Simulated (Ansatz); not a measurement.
## NbGe2P4 monolayer in a perpendicular field

Wanted: the out-of-plane response of the NbGe2P4 monolayer. A positive field points along +c.

Main program and level: Ansatz 0.2.0; plane-wave DFT, PBE-D3(BJ), Ansatz PAW.

### Step 1. The starting structure

The cell holds 7 atoms: 4 P, 2 Ge and 1 Nb. Cell: a = 3.580 Å, b = 3.580 Å, c = 48.611 Å, α = 90.0°, β = 90.0°, γ = 120.0°. Vacuum lies along c.

### Step 2. Relaxing the slab

The starting cell is a guess, so the in-plane lattice and the atoms are relaxed first, with the slab cut off from its images along the normal.

input.yaml reads:

```yaml
crystal:
  lattice:
    - [3.58, 0.0, 0.0]
    - [-1.79, 3.1003709455, 0.0]
    - [0.0, 0.0, 48.6113029368]
  atoms:
    - { symbol: P, position: [0.0, 0.0, 0.4093698131] }
    - { symbol: Ge, position: [0.3333333333, 0.6666666667, 0.4248717487] }
    - { symbol: P, position: [0.3333333333, 0.6666666667, 0.470128713] }
    - { symbol: Nb, position: [0.0, 0.0, 0.5], spin: 1.0 }
    - { symbol: P, position: [0.3333333333, 0.6666666667, 0.529871287] }
    - { symbol: Ge, position: [0.3333333333, 0.6666666667, 0.5751282513] }
    - { symbol: P, position: [0.0, 0.0, 0.5906301869] }
  periodic: [true, true, false]
magnetization:
  spin_polarized: true
kpoints:
  mp_grid: { grid: [12, 12, 1] }
hamiltonian:
  xc: pbe
  dispersion: d3bj
scf:
  occupations: { method: fermi_dirac, width: 0.05 }
  convergence: { dr2_threshold: 1.0e-09 }
relax:
  f_tol: 0.004
  max_steps: 90
  cell: {}
output:
  write_potential: true
  write_density: true
  volumetric_format: npy
```

Run with:

```console
ansatz run input.yaml --threads 4 --pin off --max-ram 6144MiB --backend cpu --events-out ev --progress --plain --runs-dir out
```

Numbers of over 12 decimals in the logs are rounded to 6 here.

Log:

```text
Warning: relax.cell: scf.convergence.dr2_threshold = 1e-9 eV is looser than the 1.97815484972e-10 eV advised for a relaxation that steers and ends on the stress (1e-10 eV for each atom of the cell: 7, times the square of relax.cell.stress_2d_tol = 0.05 N/m over 18.8 Å (the atoms' height at the walk's start and 5 Å past either face), 2.658e-2 GPa, over a crystal's default 0.05). What an SCF threshold leaves in a stress goes as its square root, and in the free energy as the threshold itself, and one threshold admits the most on a small cell: [figures from the program's tests cut] Set scf.convergence.dr2_threshold to 1.97815484972e-10 eV or tighter. [rest of the remark cut]
Engine: ansatz 0.2.0, x86_64-unknown-linux-gnu
Pseudopotentials: kind: paw
Pseudopotential: P, paw, valence charge 5, recommended cutoff 420 eV (normal), P.paw.azcp
Pseudopotential: Ge, paw, valence charge 14, recommended cutoff 420 eV (normal), Ge.paw.azcp
Pseudopotential: Nb, paw, valence charge 13, recommended cutoff 420 eV (normal), Nb.paw.azcp
Functional definition: PBE
  parameter kappa = 0.804
  parameter beta = 0.066725
  exchange = pbe_x(kappa = kappa, mu = beta*pi^2/3)
  correlation = pbe_c(beta = beta)
Crystal: 7 atoms, lattice volume = 539.553 Å³
Basis set: ecut = 420 eV, 10345 PW (Γ), exchange–correlation on 48×48×720 points (8 copies of the dense FFT grid, shifted against one another)
Bands: 38, of which v1, the nominal top of the filled ones, is band 31 counted from 1 (30 counted from 0)
Symmetry: 12 space group operations
Space group: P-6m2 (ITA 187), of the structure as read, at distance tolerance 8.1e-5 Å
Magnetic group: BNS 187.209 (UNI 1439), of the structure as read, at distance tolerance 8.1e-5 Å
k-points: 19 of 144 (time reversal used)
Non-local potential: P, projectors of the file, l = 0: 2, l = 1: 2, l = 2: 2
Non-local potential: Ge, projectors of the file, l = 0: 2, l = 1: 2, l = 2: 3, l = 3: 1
Non-local potential: Nb, projectors of the file, l = 0: 3, l = 1: 2, l = 2: 2, l = 3: 1
PAW form: soft (Blöchl's): semilocal exchange-correlation on the pseudo side does not see the compensation charge
PAW one-centre angular grid: P, 110 points (default); XC on 64 Gauss nodes
PAW one-centre angular grid: Ge, 590 points (default); XC on 64 Gauss nodes
PAW one-centre angular grid: Nb, 590 points (default); XC on 64 Gauss nodes
Initial density: superposition of atomic densities (neutral atoms: chi_scale 0, normalization atom)
Starting moments: Σ|m| = 1 μB on 1 of 7 sites
Initial wavefunctions: pseudopotential atomic-orbital guess
Functional: x = pbe(κ = 0.804, μ = 0.219515), c = pbe(β = 0.066725)
SCF iter   1: F=—  HF=-16168.932863 eV  |F-HF|=—  |Δ(HF+E_count)|=         —  Δρ=1.57e-2 (↑1.57e-2 ↓1.40e-2)  dr2=6.90e0  dr2_m=3.55e-2  M=0.593 μB ∫|m|=0.728 μB  β_m=0.30  ethr=3.10e-3  ⟨swp⟩=16.6  Hψ=10275  notcnv=0  defer=2
Mixer restart at iter 1: flushing history
preconditioner: auto → LDOS  [metal: Δε(μ)=0.030 eV  Ē_g=8.503 eV  σ=0.050 eV  W_gap=0.15  n_scr=28 (ndim 8)  ℏωp=9.2 eV  f_vac=0.732  D(μ)=1.93/eV (n_scr^D=12)]
spin=Collinear: LDOS preconditioning applied to the charge; magnetization (m = ρ↑ − ρ↓) channel mixes plain (no charge-response kernel on spin).
SCF iter   2: F=—  HF=-16167.810554 eV  |F-HF|=—  |Δ(HF+E_count)|=    1.12e0  Δρ=9.73e-3 (↑9.73e-3 ↓8.70e-3)  dr2=2.05e0  dr2_m=1.89e-2  M=0.560 μB ∫|m|=0.689 μB  β_m=0.48  ethr=3.10e-3  ⟨swp⟩=3.9  Hψ=3241  notcnv=0  defer=74
SCF iter   3: F=—  HF=-16167.544684 eV  |F-HF|=—  |Δ(HF+E_count)|=   2.66e-1  Δρ=2.71e-3 (↑2.71e-3 ↓2.67e-3)  dr2=7.47e-2  dr2_m=3.65e-3  M=0.490 μB ∫|m|=0.599 μB  β_m=0.65  ethr=3.10e-3  ⟨swp⟩=3.3  Hψ=2867  notcnv=0  defer=74
SCF iter   4: F=—  HF=-16167.581452 eV  |F-HF|=—  |Δ(HF+E_count)|=         —  Δρ=1.59e-3 (↑1.59e-3 ↓1.13e-3)  dr2=7.49e-3  dr2_m=8.46e-3  M=0.285 μB ∫|m|=0.363 μB  β_m=0.65  ethr=1.23e-4  ⟨swp⟩=3.7  Hψ=3767  notcnv=0  defer=64
SCF iter   5: F=—  HF=-16167.583436 eV  |F-HF|=—  |Δ(HF+E_count)|=   1.98e-3  Δρ=8.98e-4 (↑8.87e-4 ↓8.98e-4)  dr2=2.31e-4  dr2_m=3.86e-3  M=0.209 μB ∫|m|=0.271 μB  β_m=0.83  ethr=1.23e-5  ⟨swp⟩=3.0  Hψ=3025  notcnv=0  defer=64
SCF iter   6: F=—  HF=-16167.588043 eV  |F-HF|=—  |Δ(HF+E_count)|=   4.61e-3  Δρ=4.31e-4 (↑4.31e-4 ↓4.06e-4)  dr2=1.99e-3  dr2_m=6.67e-4  M=0.085 μB ∫|m|=0.114 μB  β_m=0.73  ethr=3.79e-7  ⟨swp⟩=5.1  Hψ=4753  notcnv=0  defer=64
SCF iter   7: F=—  HF=-16167.588363 eV  |F-HF|=—  |Δ(HF+E_count)|=   3.20e-4  Δρ=1.39e-4 (↑1.18e-4 ↓1.39e-4)  dr2=2.34e-4  dr2_m=6.15e-5  M=0.031 μB ∫|m|=0.042 μB  β_m=0.77  ethr=3.79e-7  ⟨swp⟩=3.7  Hψ=3396  notcnv=0  defer=64
SCF iter   8: F=—  HF=-16167.588547 eV  |F-HF|=—  |Δ(HF+E_count)|=   1.84e-4  Δρ=6.52e-5 (↑5.81e-5 ↓6.52e-5)  dr2=5.25e-5  dr2_m=1.50e-5  M=0.015 μB ∫|m|=0.020 μB  β_m=0.78  ethr=3.79e-7  ⟨swp⟩=3.0  Hψ=3111  notcnv=0  defer=64
SCF iter   9: F=—  HF=-16167.588608 eV  |F-HF|=—  |Δ(HF+E_count)|=   6.02e-5  Δρ=2.23e-5 (↑2.15e-5 ↓2.23e-5)  dr2=2.57e-6  dr2_m=1.90e-6  M=0.005 μB ∫|m|=0.006 μB  β_m=0.74  ethr=8.60e-8  ⟨swp⟩=2.8  Hψ=2880  notcnv=0  defer=64
SCF iter  10: F=—  HF=-16167.588613 eV  |F-HF|=—  |Δ(HF+E_count)|=   5.09e-6  Δρ=6.59e-6 (↑6.59e-6 ↓5.57e-6)  dr2=8.35e-7  dr2_m=1.06e-7  M=0.001 μB ∫|m|=0.001 μB  β_m=0.69  ethr=4.22e-9  ⟨swp⟩=3.9  Hψ=3746  notcnv=0  defer=64
SCF iter  11: F=—  HF=-16167.588613 eV  |F-HF|=—  |Δ(HF+E_count)|=   3.24e-7  Δρ=2.02e-6 (↑2.02e-6 ↓1.76e-6)  dr2=2.12e-8  dr2_m=8.96e-9  M=0.000 μB ∫|m|=0.000 μB  β_m=0.80  ethr=1.37e-9  ⟨swp⟩=2.9  Hψ=2953  notcnv=0  defer=64
SCF iter  12: F=—  HF=-16167.588613 eV  |F-HF|=—  |Δ(HF+E_count)|=   1.20e-7  Δρ=3.91e-7 (↑3.87e-7 ↓3.91e-7)  dr2=1.27e-9  dr2_m=4.94e-10  M=0.000 μB ∫|m|=0.000 μB  β_m=0.84  ethr=3.48e-11  ⟨swp⟩=3.7  Hψ=3686  notcnv=0  defer=64
SCF iter  13: F=-16167.588613 eV  HF=-16167.588613 eV  |F-HF|=1.36e-9  |Δ(HF+E_count)|=   1.23e-8  Δρ=9.98e-8 (↑9.98e-8 ↓7.86e-8)  dr2=2.11e-10  dr2_m=2.68e-11  M=-0.000 μB ∫|m|=0.000 μB  ethr=1.64e-12  ⟨swp⟩=8.5  Hψ=11361  notcnv=0
WARN: the starting moments were not kept: the SCF closed with an absolute magnetisation of 1.8e-5 μB, where they sum to 1 μB in size (1 site). That is at most 0.1 of that sum. Measured as dr2_m measures the in/out step, that magnetisation stands 2.3e-11 eV from none, at or under the dr2_threshold of 1.0e-9 eV: it is no larger than a step whose dr2_m would equal this threshold. The system may hold no moment; this SCF  [...]
SCF 1 converged in 13 iterations: F = -16167.588613 eV  dr2 = 2.11e-10
[...]
relax step   4: F+E_penalty+E_count = -16168.86850191 eV  Δ(F+E_penalty+E_count) = -1.139e-2 eV  max|allowed force component| = 1.043e-1 eV/Å  Δτ_max = 0.0393 Å  P = -0.017 N/m  Ω = 535.659 Å³  energy of the carried Pulay correction = +1.767e-4 eV  fix = [c, alpha, beta]  reactions: c +0.000 N/m  (9 SCF iters, accepted)
[...]
relax step   5: F+E_penalty+E_count = -16168.86895727 eV  Δ(F+E_penalty+E_count) = -4.554e-4 eV  max|allowed force component| = 4.351e-2 eV/Å  Δτ_max = 0.0091 Å  P = +0.133 N/m  Ω = 535.429 Å³  energy of the carried Pulay correction = +1.872e-4 eV  fix = [c, alpha, beta]  reactions: c +0.000 N/m  (8 SCF iters, accepted)
[...]
relax step   6: F+E_penalty+E_count = -16168.86916453 eV  Δ(F+E_penalty+E_count) = -2.073e-4 eV  max|allowed force component| = 4.419e-3 eV/Å  Δτ_max = 0.0047 Å  P = +0.044 N/m  Ω = 535.845 Å³  energy of the carried Pulay correction = +1.682e-4 eV  fix = [c, alpha, beta]  reactions: c +0.000 N/m  (8 SCF iters, accepted)
[...]
relax step   7: F+E_penalty+E_count = -16168.86916350 eV  Δ(F+E_penalty+E_count) = +1.033e-6 eV  max|allowed force component| = 3.000e-4 eV/Å  Δτ_max = 0.0002 Å  P = +0.004 N/m  Ω = 535.988 Å³  energy of the carried Pulay correction = +1.617e-4 eV  fix = [c, alpha, beta]  reactions: c +0.000 N/m  (6 SCF iters, accepted)
Initial wavefunctions: pseudopotential atomic-orbital guess (no wavefunctions were taken with the density)
iter 1 solved again at ethr=8.65e-8 eV; its pass at ethr=3.10e-3 eV (dr2=5.28e-5 eV) is discarded
SCF iter   1: F=—  HF=-16168.868992 eV  |F-HF|=—  |Δ(HF+E_count)|=         —  Δρ=1.57e-6 (↑1.57e-6 ↓1.57e-6)  dr2=7.82e-9  dr2_m=8.71e-11  M=-0.000 μB ∫|m|=0.000 μB  β_m=0.65  ethr=8.65e-8  ⟨swp⟩=6.7  Hψ=17470  notcnv=0
eigensolver tolerance schedule: the retry pair's looser diagonalisation over-reported the residual by 6750.12 of it (diagonalisation noise at 0.23 of the residual, at the tolerance the schedule requests for it); recorded, not acted on — ethr = c·dr2/N_el stays at c = 1.0e-1
spin=Collinear: LDOS preconditioning applied to the charge; magnetization (m = ρ↑ − ρ↓) channel mixes plain (no charge-response kernel on spin).
SCF iter   2: F=—  HF=-16168.869022 eV  |F-HF|=—  |Δ(HF+E_count)|=   3.05e-5  Δρ=6.93e-7 (↑6.93e-7 ↓6.89e-7)  dr2=4.00e-9  dr2_m=4.82e-11  M=-0.000 μB ∫|m|=0.000 μB  β_m=0.49  ethr=1.28e-11  ⟨swp⟩=5.8  Hψ=5625  notcnv=0
SCF iter   3: F=—  HF=-16168.869022 eV  |F-HF|=—  |Δ(HF+E_count)|=   2.02e-9  Δρ=3.22e-7 (↑3.22e-7 ↓3.15e-7)  dr2=4.58e-10  dr2_m=3.18e-11  M=-0.000 μB ∫|m|=0.000 μB  β_m=0.56  ethr=6.55e-12  ⟨swp⟩=2.0  Hψ=2397  notcnv=0
SCF iter   4: F=-16168.869022 eV  HF=-16168.869022 eV  |F-HF|=6.29e-10  |Δ(HF+E_count)|=   2.38e-9  Δρ=7.13e-8 (↑7.13e-8 ↓5.18e-8)  dr2=9.93e-11  dr2_m=6.98e-12  M=-0.000 μB ∫|m|=0.000 μB  ethr=1.00e-12  ⟨swp⟩=12.8  Hψ=12120  notcnv=0
the starting moments were not kept: the SCF closed with an absolute magnetisation of 1.9e-5 μB, where they sum to 1 μB in size (1 site). That is at most 0.1 of that sum. Measured as dr2_m measures the in/out step, that magnetisation stands 4.9e-11 eV from none, at or under the dr2_threshold of 1.0e-9 eV: it is no larger than a step whose dr2_m would equal this threshold.
SCF 8 converged in 4 iterations: F = -16168.869022 eV  dr2 = 9.93e-11
relax step   8: F+E_penalty+E_count = -16168.86902242 eV  Δ(F+E_penalty+E_count) = +1.411e-4 eV  max|allowed force component| = 2.962e-4 eV/Å  Δτ_max = 0.0000 Å  P = -0.001 N/m  Ω = 535.988 Å³  fix = [c, alpha, beta]  reactions: c +0.000 N/m  stress off target by 9.89e-4 N/m on what of the cell is left free  SCF on the basis re-selected at this cell (its energy is not comparable with the rows above)  (4 SCF iters)
basis re-selected at this cell: Δ(F+E_penalty+E_count) = +1.411e-4 eV, ΔP = -0.004 N/m vs the last step (what re-selecting the basis moved, of the pressure what is left beyond the Pulay correction that the steps carried, after the strain that the cell walked since its last selection, with what the two solves' SCF thresholds leave and, on support functions, any second-order correction that the steps lacked; it is no m [...]
SCF converged after 4 iterations
Magnetization: -0.0000 μB (30.5000 up, 30.5000 down)
Absolute magnetization: 0.0000 μB (∫|ρ↑−ρ↓|, with the PAW one-centre terms)
Spin contamination: 0.0000 ħ² per cell (⟨S²⟩ above its minimum at these occupations)
Per-site moments (μB) at R_I (Å): [(-1.0776714284981497e-7, 0.959108), (-1.9346831816598755e-7, 0.959079), (5.792975573007848e-7, 0.959079), (-9.049321305628216e-6, 1.036739), (5.792975572678677e-7, 0.959079), (-1.9346831821513222e-7, 0.959079), (-1.0776714269528186e-7, 0.959108)]
Free energy (F): -16168.869022 eV
Harris-Foulkes:  -16168.869022 eV  (|F-HF|=6.29e-10)
Internal energy: -16168.850283 eV  (E = F + TS)
E sigma→0 (E₀):  -16168.859653 eV
Entropy (-TS):   -0.018739 eV (-2.677 meV/atom)
Fermi energy:    -5.493438 eV
--- Per-component energies (eV) ---
  E_band       = -1279.360007
  E_kinetic    = 898.284931
  E_local      = -261117.462527  (includes V_loc(G=0)·N_el)
  E_nonlocal   = 1094.185454
  E_hartree    = 129598.190616
  E_xc         = -572.475324
  E_vxc        = -584.994198  (∫ρ·V_xc dr)
  E_paw        = -9392.026281  (= ΣΔE_a)
  E_vpaw       = -765.758316  (= ΣTr[D̂ρ^β])
  E_aug_tail   = 0.000649  (compensation charges beyond the density's cutoff)
  E_ewald      = 123324.832307
  E_disp       = -2.380108  (pairwise vdW)
  E_smearing   = -0.018739  (= −TS)
  E_closure    = -0.000000  (closes the sum)
  Σ components = -16168.869022   (vs F -16168.869022, Δ=0.00e0)
--- Forces (eV/Å), atoms counted from 1 ---
  atom   1  P      0.00000000     0.00000000    -0.00014269
  atom   2  Ge     0.00000000    -0.00000000     0.00006441
  atom   3  P      0.00000000     0.00000000     0.00029620
  atom   4  Nb     0.00000000     0.00000000    -0.00000000
  atom   5  P      0.00000000     0.00000000    -0.00029620
  atom   6  Ge    -0.00000000    -0.00000000    -0.00006441
  atom   7  P      0.00000000     0.00000000     0.00014269
  max |Σ_I F_I| component: 7.96e-16 eV/Å
--- 2D stress c σ (N/m, compression-positive) ---
       -0.000989       0.000000       0.000000
        0.000000      -0.000989       0.000000
        0.000000       0.000000       0.000000
  P = ½ c Tr σ = -0.0010 N/m
--- Band table (eV; the first three rows and the last of 38) ---
  k-point 0 ↑: bands = [... 27 lower, -5.9695, -5.8152, -5.8152, -5.0288, -2.8842, -2.7609, -2.4553, -2.4553, ... 3 higher]
  k-point 1 ↑: bands = [... 27 lower, -6.1556, -5.9741, -5.9322, -5.0054, -2.7165, -2.6095, -2.2639, -2.2249, ... 3 higher]
  k-point 2 ↑: bands = [... 27 lower, -6.5499, -6.3297, -6.0668, -5.1639, -3.0535, -3.0183, -2.2172, -2.2099, ... 3 higher]
  k-point 18 ↓: bands = [... 27 lower, -7.7435, -6.8102, -6.0929, -4.7767, -3.8979, -3.8810, -3.1568, -2.6508, ... 3 higher]
  the weakly bound empty levels are not read free of the cell's end (no_gap_told)
--- Relaxed structure (7 steps of the walk, 7 accepted, 1 SCFs on fresh bases) ---
  F+E_penalty+E_count = -16168.86902242 eV   max|allowed force component| = 2.962e-4 eV/Å   (the final SCF, on the basis selected at the relaxed cell)
  cell:  # Å, volume = 535.9880 Å³
    - [3.568154, 0, 0.0]
    - [-1.784077, 3.090112, 0.0]
    - [0.0, 0.0, 48.6113029368]
  atoms:
    - { symbol: P, position: [1.0573552618554996e-17, -5.135725556199062e-17, 0.400376] }
    - { symbol: Ge, position: [0.333333, 0.666667, 0.422554] }
    - { symbol: P, position: [0.333333, 0.666667, 0.470383] }
    - { symbol: Nb, position: [1.0573552618554996e-17, -5.135725556199062e-17, 0.5] }
    - { symbol: P, position: [0.333333, 0.666667, 0.529617] }
    - { symbol: Ge, position: [0.333333, 0.666667, 0.577446] }
    - { symbol: P, position: [1.0573552618554996e-17, -5.135725556199062e-17, 0.599624] }
```

Run time: 2.3 min. Hardware: 4 threads of Intel Xeon Platinum 8488C (Sapphire Rapids), shared host; peak memory 1.3 GiB.

The steps of the relaxation:

```csv
step,energy less that of the first step (eV),largest force component (eV/Å),volume (Å³)
1,0.0000,3.1593,539.55
2,-1.0406,1.1978,538.57
3,-1.2685,0.2947,535.26
4,-1.2799,0.1043,535.66
5,-1.2803,0.0435,535.43
6,-1.2806,0.0044,535.85
7,-1.2805,0.0003,535.99
8*,-1.2804,0.0003,535.99
```

Relaxation steps marked * repeat the geometry before them on a plane-wave basis chosen anew for their cell, so energy and pressure can jump there.

Forces are held to the 12 operations that the run works with; a distortion that breaks them can't arise in this run.

```csv
cell as run,before,after,change
a (Å),3.580,3.568,-0.3 %
b (Å),3.580,3.568,-0.3 %
```

The atoms that moved most (Å, along periodic axes as changes of fractional coordinates times the final cell, across vacuum about the mean position):

```csv
atom,dx,dy,dz,length
P1,0.000,0.000,-0.437,0.437
P7,0.000,0.000,0.437,0.437
Ge6,0.000,0.000,0.113,0.113
Ge2,0.000,0.000,-0.113,0.113
P5,0.000,0.000,-0.012,0.012
P3,0.000,0.000,0.012,0.012
```

Final coordinates:

```cif
data_structure
_symmetry_space_group_name_H-M 'P 1'
_symmetry_Int_Tables_number 1
_cell_length_a 3.5682
_cell_length_b 3.5682
_cell_length_c 48.6113
_cell_angle_alpha 90.000
_cell_angle_beta 90.000
_cell_angle_gamma 120.000
_cell_volume 535.99
loop_
_atom_site_label
_atom_site_type_symbol
_atom_site_fract_x
_atom_site_fract_y
_atom_site_fract_z
_atom_site_occupancy
P1 P 0.00000 0.00000 0.40038 1
Ge2 Ge 0.33333 0.66667 0.42255 1
P3 P 0.33333 0.66667 0.47038 1
Nb4 Nb 0.00000 0.00000 0.50000 1
P5 P 0.33333 0.66667 0.52962 1
Ge6 Ge 0.33333 0.66667 0.57745 1
P7 P 0.00000 0.00000 0.59962 1
```

Numbers from this step:

```yaml
energy_at_zero_smearing: -16168.8597 eV
```

The lattice constant a goes from 3.580 to 3.568 Å.

(Part 1 of 2 ends here.)

[Logs are printed without paths, hosts, clocks, repeated set-up lines and the standing remarks that a program may print on its own settings, such as how far it seeks lower states.]

[Hosts, paths, dates, database ids (printed as entryN), source tags and the programs' standing remarks are cut or masked in the printed files.]

[Maps of the electrostatic potential energy from Ansatz leave out the sawtooth potential of an applied field or a dipole correction, so their vacuum need not be flat; planar profiles and work functions include it.]
